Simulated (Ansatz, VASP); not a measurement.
# Nb in VASP and in Ansatz

```
Nb
1.0
     2.81600    0.00000    0.00000
    -1.40800    2.43873    0.00000
     0.00000    0.00000    5.24576
Nb
2
Direct
  0.33333 0.66667 0.25000
  0.66667 0.33333 0.75000
```

Alike in both runs: functional PBEsol; k mesh 9 × 9 × 4; occupations gaussian, width 0.1 eV; no spin polarisation.

Ansatz relaxed the structure, and its values are those at the end. VASP's run is a single point on that final structure, the one shown.

```csv
,VASP,Ansatz
version,VASP 6.6.1,Ansatz 0.2.0
potentials or method,"VASP PAW PBE potentials, release 64 (Nb_sv)","scalar-relativistic, plane waves, PAW"
plane-wave cutoff (eV),520,420
valence electrons in the cell,26,26
```

```csv
,VASP,Ansatz,Ansatz less VASP
gap on the k mesh at the Fermi level (eV),none,none,-
pressure (GPa),-0.2,0.1,+0.30
```

A gap of «none» marks a metal or a gap that the smearing closes. With one functional, cell and mesh, what is left measures potentials, basis and numerics.

Caveats: the PAW data sets were made with another functional, which shifts forces and pressure a little (VASP).
